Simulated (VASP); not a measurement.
A run of VASP 6.6.1 is set up as follows.

The input POSCAR:

```
ZnS
1.0
    3.8067217575      0.0000000000      0.0000000000
   -1.9033608787      3.2967177471      0.0000000000
    0.0000000000      0.0000000000      6.2457352643
Zn S
2 2
Direct
    0.3333333333      0.6666666667      0.0053880705
    0.6666666667      0.3333333333      0.5053880705
    0.3333333333      0.6666666667      0.3796119295
    0.6666666667      0.3333333333      0.8796119295
```

The input INCAR.step1:

```
PREC = Accurate
ENCUT = 520
ISMEAR = 0
SIGMA = 0.02
LREAL = F
LASPH = T
NELM = 100
NBANDS = 26
GGA = PE
ALGO = Normal
EDIFF = 1E-4
LWAVE = T
LCHARG = F
```

File INCAR.step2:

```
PREC = Accurate
ENCUT = 520
EDIFF = 1E-7
ISMEAR = 0
SIGMA = 0.02
LREAL = F
LASPH = T
NELM = 100
ALGO = Normal
ISIF = 2
LWAVE = F
LCHARG = F
METAGGA = R2SCAN
LMIXTAU = T
NBANDS = 26
ISTART = 1
```

The input KPOINTS:

```
Automatic mesh
0
Gamma
  6 6 4
```

Potentials or basis: VASP PAW PBE potentials, release 64 (Zn, S).

Command:

```sh
$ cat potpaw_PBE.64/Zn/POTCAR potpaw_PBE.64/S/POTCAR > POTCAR
$ cp INCAR.step1 INCAR
$ mpirun -np 1 vasp_std > vasp.out
$ cp INCAR.step2 INCAR
$ mpirun -np 1 vasp_std > vasp.out
```

Question: What does it give for the pressure?

Answer: 0.0 GPa.

Question: Estimate the band gap on the k mesh.

Answer: 2.79 eV.

Forces in eV/Å, atoms in the order of the input:
```
Zn   0.000  0.000  0.003
Zn   0.000  0.000  0.003
S    0.000  0.000 -0.003
S    0.000  0.000 -0.003
```

Caveat: the PAW data sets were made with another functional, which shifts forces and pressure a little.

**Measured values to compare with.**

From a printed reference work, monograph, for a bulk crystal of ZnS at 4 K: band gap 3.911 eV (direct).

Measured gap of ZnS: 3.911 eV (direct; 4 K; a printed reference work, monograph). This calculation gives 2.79 eV (-1.13 eV). The value is that of r2SCAN, without temperature or zero-point motion.
